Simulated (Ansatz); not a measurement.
The system is BaTiO3.

```
Ba Ti O
1.0
     3.99980    0.00000    0.00000
     0.00000    3.99980    0.00000
     0.00000    0.00000    4.01800
Ba Ti O
1 1 3
Direct
  0.00000 0.00000 0.00000
  0.50000 0.50000 0.49000
  0.00000 0.50000 0.51700
  0.50000 0.00000 0.51700
  0.50000 0.50000 0.01900
```

Base run:

| Property | Result |
| --- | --- |
| Program | Ansatz 0.2.0 |
| Functional | revPBE |
| Potentials or basis | Ansatz PAW |
| Cutoff | 420 eV (not typed: the program's choice for these potentials) |
| k mesh | 7 × 7 × 7 |
| Occupations | fermi-dirac, width 0.05 eV |
| Spin | no spin polarisation |

Its results: band gap on the k mesh 1.96 eV, indirect (least direct gap 2.11 eV); pressure 5.5 GPa; largest force 0.297 eV/Å.

Q: The run is repeated on the same cell with these changes: functional from revPBE to r2SCAN; cutoff from 420 eV (not typed: the program's choice for these potentials) to 500 eV (not typed: the program's choice for these potentials); spin from no spin polarisation to spin-orbit coupling, no magnetisation; potential files from those of the base run to others of the same set. What comes out?

A: Band gap on the k mesh 2.28 eV, indirect (least direct gap 2.40 eV); pressure -0.8 GPa; largest force 0.392 eV/Å.

Several settings changed at once, so the effect can't be laid on one alone.

Caveats: the k mesh misses the band edges, so the gap on the mesh is wider than the one along the path; the PAW data sets come from PBE, with cores solved anew for the run's functional, which leaves a small shift of forces and pressure; spin-orbit coupling is left out, which moves the levels of the heavy elements (some runs).
